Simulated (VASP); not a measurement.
# Ag in VASP: a series of runs, part 2 of 2

VASP 6.6.1. Earlier steps stand in the parts before.

**3. Relaxation of the atoms, PBE+TS**

Contents of INCAR:

```
SYSTEM = Ag
ALGO = Fast
DIPOL = 0.5 0.5 0.500
EDIFF = 1E-6
EDIFFG = -0.01
ENCUT = 520
GGA = PE
IBRION = 2
IDIPOL = 3
ISIF = 2
ISMEAR = -1
IVDW = 2
LASPH = .True.
LCHARG = .False.
LDIPOL = .True.
LREAL = .False.
LWAVE = .False.
NELM = 100
NSW = 40
PREC = Accurate
SIGMA = 0.05
```

Contents of KPOINTS:

```
k-points
0
Gamma
  7 7 1
  0 0 0
```

Contents of POSCAR:

```
Ag
1.0
    2.9460943265      0.0000000000      0.0000000000
   -1.4730471633      2.5513925288      0.0000000000
    0.0000000000      0.0000000000     29.4093000000
Ag
7
Selective dynamics
Direct
    0.0000000000      0.0000000000      0.2550213708  F F F
    0.6666666667      0.3333333333      0.3366377160  F F F
    0.3333333334      0.6666666667      0.4182540611  F F F
    0.6666666667      0.3333333333      0.5000000000  T T T
    0.3333333334      0.6666666667      0.5816163452  T T T
    0.0000000000      0.0000000000      0.6632326903  T T T
    0.3333333334      0.6666666667      0.7449786292  T T T
```

Potentials or basis: VASP PAW PBE potentials, release 64 (Ag).

Launch:

```console
$ cat potpaw_PBE.64/Ag/POTCAR > POTCAR
$ mpirun -np 1 vasp_std > vasp.out
```

Wall time 15 min (1 thread of Intel Xeon Platinum 8559C (Emerald Rapids), shared host); peak memory 0.39 GiB.

Results (log left out):

| Quantity | Value |
| --- | --- |
| Free energy | -20.9707 eV |
| Energy gained by relaxing | 7.3 meV/atom |
| Ionic steps | 24 |
| Band gap on the k mesh | none (metal or under the smearing width) |
| Dispersion energy per atom | -0.357 eV |

Step by step:
```csv
step,energy change (eV),largest force (eV/Å),pressure (GPa)
1,0.0000,0.2762,-3.70
2,-0.0035,0.2753,-3.66
3,-0.0112,0.2752,-3.55
4,-0.0125,0.3906,-3.27
5,-0.0145,0.2769,-3.41
6,-0.0186,0.2747,-3.37
7,-0.0246,0.2758,-3.28
8,-0.0266,0.3485,-3.07
9,-0.0276,0.2800,-3.16
10,-0.0321,0.2777,-3.10
11,-0.0399,0.2780,-2.91
12,-0.0405,0.2773,-2.84
13,-0.0452,0.2769,-2.77
14,-0.0494,0.2766,-2.66
15,-0.0492,0.3868,-2.43
16,-0.0509,0.2808,-2.57
17,-0.0509,0.2817,-2.55
18,-0.0509,0.2810,-2.55
19,-0.0510,0.2801,-2.57
20,-0.0510,0.2799,-2.58
21,-0.0511,0.2814,-2.59
22,-0.0510,0.2797,-2.58
23,-0.0510,0.2798,-2.59
24,-0.0511,0.2798,-2.59
```

Final structure:
```
CELL_PARAMETERS angstrom
2.94609 0.00000 0.00000
-1.47305 2.55139 0.00000
0.00000 0.00000 29.40930
ATOMIC_POSITIONS crystal
Ag 0.00000 0.00000 0.25502
Ag 0.66667 0.33333 0.33664
Ag 0.33333 0.66667 0.41825
Ag 0.66667 0.33333 0.49706
Ag 0.33333 0.66667 0.57578
Ag 0.00000 0.00000 0.65444
Ag 0.33333 0.66667 0.73303
```

Levels at points of the mesh, in eV from the Fermi level:
| k point | band 37 | band 38 | band 39 | band 40 | band 41 | band 42 |
| --- | --- | --- | --- | --- | --- | --- |
| (0.00, 0.00, 0.00) | -3.25 | -3.25 | -3.19 | -3.19 | -1.99 | -0.41 |

Caveat: atom-pairwise D2, TS and ULG terms overbind metals.

**4. Relaxation of the atoms, PBE+TS-HI**

Edit INCAR of step 3 so:

```diff
@@ -11,3 +11,3 @@
 ISMEAR = -1
-IVDW = 2
+IVDW = 21
 LASPH = .True.
```

KPOINTS is that of step 3.

POSCAR is that of step 3.

Launch:

```console
$ cat potpaw_PBE.64/Ag/POTCAR > POTCAR
$ mpirun -np 1 vasp_std > vasp.out
```

Wall time 21 min (1 thread of Intel Xeon Platinum 8559C (Emerald Rapids), shared host); peak memory 0.39 GiB.

The run converged. Its results:

```yaml
Free_energy: -20.9295 eV
Energy_gained_by_relaxing: 7.2 meV/atom
Ionic_steps: 20
Band_gap_on_the_k_mesh: none (metal or under the smearing width)
Dispersion_energy_per_atom: -0.351 eV
```

The path:
| step | energy change (eV) | largest force (eV/Å) | pressure (GPa) |
| --- | --- | --- | --- |
| 1 | 0.0000 | 0.2697 | -3.62 |
| 2 | -0.0034 | 0.2688 | -3.58 |
| 3 | -0.0112 | 0.2683 | -3.47 |
| 4 | -0.0133 | 0.3827 | -3.20 |
| 5 | -0.0149 | 0.2704 | -3.34 |
| 6 | -0.0188 | 0.2683 | -3.30 |
| 7 | -0.0246 | 0.2693 | -3.21 |
| 8 | -0.0253 | 0.3669 | -2.98 |
| 9 | -0.0270 | 0.2738 | -3.10 |
| 10 | -0.0313 | 0.2711 | -3.04 |
| 11 | -0.0371 | 0.2710 | -2.93 |
| 12 | -0.0385 | 0.3551 | -2.68 |
| 13 | -0.0398 | 0.2733 | -2.81 |
| 14 | -0.0450 | 0.2706 | -2.73 |
| 15 | -0.0491 | 0.2702 | -2.63 |
| 16 | -0.0481 | 0.3981 | -2.42 |
| 17 | -0.0503 | 0.2741 | -2.56 |
| 18 | -0.0503 | 0.2734 | -2.55 |
| 19 | -0.0503 | 0.2741 | -2.55 |
| 20 | -0.0503 | 0.2728 | -2.56 |

Final structure:
```cif
data_structure
_symmetry_space_group_name_H-M 'P 1'
_symmetry_Int_Tables_number 1
_cell_length_a 2.9461
_cell_length_b 2.9461
_cell_length_c 29.4093
_cell_angle_alpha 90.000
_cell_angle_beta 90.000
_cell_angle_gamma 120.000
_cell_volume 221.06
loop_
_atom_site_label
_atom_site_type_symbol
_atom_site_fract_x
_atom_site_fract_y
_atom_site_fract_z
_atom_site_occupancy
Ag1 Ag 0.00000 0.00000 0.25502 1
Ag2 Ag 0.66667 0.33333 0.33664 1
Ag3 Ag 0.33333 0.66667 0.41825 1
Ag4 Ag 0.66667 0.33333 0.49716 1
Ag5 Ag 0.33333 0.66667 0.57598 1
Ag6 Ag 0.00000 0.00000 0.65479 1
Ag7 Ag 0.33333 0.66667 0.73350 1
```

Levels at points of the mesh, in eV from the Fermi level:
| k point | band 36 | band 37 | band 38 | band 39 | band 40 | band 41 | band 42 | band 43 |
| --- | --- | --- | --- | --- | --- | --- | --- | --- |
| (0.00, 0.00, 0.00) | -3.35 | -3.25 | -3.25 | -3.19 | -3.19 | -1.99 | -0.41 | 0.10 |

**5. Relaxation of the atoms, LDA**

Contents of INCAR:

```
SYSTEM = Ag
  ALGO = Normal
  DIPOL = 0.5 0.5 0.500
  EDIFF = 1E-7
  EDIFFG = -0.005
  ENCUT = 520
  IBRION = 2
  IDIPOL = 3
  ISIF = 2
  ISMEAR = -1
  LASPH = .TRUE.
  LCHARG = .FALSE.
  LDIPOL = .TRUE.
  LREAL = .FALSE.
  LWAVE = .FALSE.
  NELM = 100
  NSW = 60
  PREC = Accurate
  SIGMA = 0.05
```

Contents of KPOINTS:

```
k-points
0
G
  7 7 1
  0 0 0
```

POSCAR is that of step 4.

Potentials or basis: VASP PAW LDA potentials, release 64 (Ag).

Launch:

```console
$ cat potpaw_LDA.64/Ag/POTCAR > POTCAR
$ mpirun -np 1 vasp_std > vasp.out
```

It took 9.3 min on 1 thread of Intel Xeon 6975P-C (Granite Rapids), shared host; peak memory 0.29 GiB.

The run converged. Its results:

```yaml
Free_energy: -25.1893 eV
Energy_gained_by_relaxing: 29.9 meV/atom
Ionic_steps: 18
Band_gap_on_the_k_mesh: none (metal or under the smearing width)
```

Step by step:
```
step  energy change (eV)  largest force (eV/Å)  pressure (GPa)
   1              0.0000                0.6247           -6.92
   2             -0.0177                0.6247           -6.85
   3             -0.0550                0.6262           -6.56
   4             -0.0143                1.2218           -5.61
   5             -0.0618                0.6277           -6.39
   6             -0.0623                0.6279           -6.33
   7             -0.0828                0.6300           -6.22
   8             -0.1153                0.6359           -5.79
   9             -0.1388                0.6356           -5.68
  10             -0.1655                0.6350           -5.30
  11             -0.1833                0.6348           -5.18
  12             -0.2085                0.6321           -4.70
  13             -0.2085                0.6323           -4.73
  14             -0.2092                0.6323           -4.69
  15             -0.2092                0.6324           -4.69
  16             -0.2092                0.6324           -4.69
  17             -0.2092                0.6324           -4.69
  18             -0.2092                0.6324           -4.68
```

Final structure:
```
Ag
1.0
     2.94609    0.00000    0.00000
    -1.47305    2.55139    0.00000
     0.00000    0.00000   29.40930
Ag
7
Direct
  0.00000 0.00000 0.25502
  0.66667 0.33333 0.33664
  0.33333 0.66667 0.41825
  0.66667 0.33333 0.49453
  0.33333 0.66667 0.57098
  0.00000 0.00000 0.64730
  0.33333 0.66667 0.72237
```

Levels at points of the mesh, in eV from the Fermi level:
| k point | band 37 | band 38 | band 39 | band 40 | band 41 | band 42 |
| --- | --- | --- | --- | --- | --- | --- |
| (0.00, 0.00, 0.00) | -3.19 | -3.19 | -3.09 | -3.09 | -1.95 | -0.35 |

**6. Relaxation of the atoms, PBE**

Edit INCAR of step 5 so:

```diff
@@ -6,2 +6,3 @@
   ENCUT = 520
+  GGA = PE
   IBRION = 2
```

KPOINTS is that of step 5.

POSCAR is that of step 5.

Potentials or basis: VASP PAW PBE potentials, release 64 (Ag).

Launch:

```console
$ cat potpaw_PBE.64/Ag/POTCAR > POTCAR
$ mpirun -np 1 vasp_std > vasp.out
```

It took 8.3 min on 1 thread of Intel Xeon 6975P-C (Granite Rapids), shared host; peak memory 0.38 GiB.

It converged, with:

* Free energy: -18.5023 eV
* Energy gained by relaxing: 0.5 meV/atom
* Ionic steps: 17
* Band gap on the k mesh: none (metal or under the smearing width)

Step by step:
```tsv
step	energy change (eV)	largest force (eV/Å)	pressure (GPa)
1	0.0000	0.1285	-1.20
2	-0.0009	0.1284	-1.19
3	-0.0021	0.1281	-1.14
4	-0.0022	0.1280	-1.13
5	-0.0024	0.1281	-1.12
6	-0.0027	0.1284	-1.10
7	-0.0027	0.1285	-1.09
8	-0.0029	0.1285	-1.08
9	-0.0030	0.1285	-1.07
10	-0.0029	0.1284	-1.05
11	-0.0030	0.1285	-1.07
12	-0.0032	0.1283	-1.05
13	-0.0035	0.1281	-1.02
14	-0.0036	0.1277	-0.94
15	-0.0037	0.1278	-0.97
16	-0.0036	0.1279	-0.97
17	-0.0037	0.1280	-0.97
```

Final structure:
```yaml
crystal:
  lattice:
    - [2.94609, 0.00000, 0.00000]
    - [-1.47305, 2.55139, 0.00000]
    - [0.00000, 0.00000, 29.40930]
  atoms:
    - { symbol: Ag, position: [0.00000, 0.00000, 0.25502] }
    - { symbol: Ag, position: [0.66667, 0.33333, 0.33664] }
    - { symbol: Ag, position: [0.33333, 0.66667, 0.41825] }
    - { symbol: Ag, position: [0.66667, 0.33333, 0.49962] }
    - { symbol: Ag, position: [0.33333, 0.66667, 0.58089] }
    - { symbol: Ag, position: [0.00000, 0.00000, 0.66211] }
    - { symbol: Ag, position: [0.33333, 0.66667, 0.74231] }
```

Levels at points of the mesh, in eV from the Fermi level:
```tsv
k point	band 37	band 38	band 39	band 40	band 41	band 42
(0.00, 0.00, 0.00)	-3.20	-3.20	-3.17	-3.17	-1.99	-0.43
```

**7. The runs side by side**

| level | potentials or basis | gap on the mesh (eV) |
| --- | --- | --- |
| PBE+D4 | VASP PAW PBE potentials, release 64 (Ag) | none |
| PBE+TS | VASP PAW PBE potentials, release 64 (Ag) | none |
| PBE+TS-HI | VASP PAW PBE potentials, release 64 (Ag) | none |
| LDA | VASP PAW LDA potentials, release 64 (Ag) | none |
| PBE | VASP PAW PBE potentials, release 64 (Ag) | none |

Alike in all rows: task relaxation of the atoms; no spin polarisation; cell atoms relaxed; k mesh 7 × 7 × 1; cutoff (eV) 520; smearing fermi-dirac 0.05 eV.

Caveats: atom-pairwise D2, TS and ULG terms overbind metals (some runs).

Absolute energies hang on the potentials; compare differences alone.
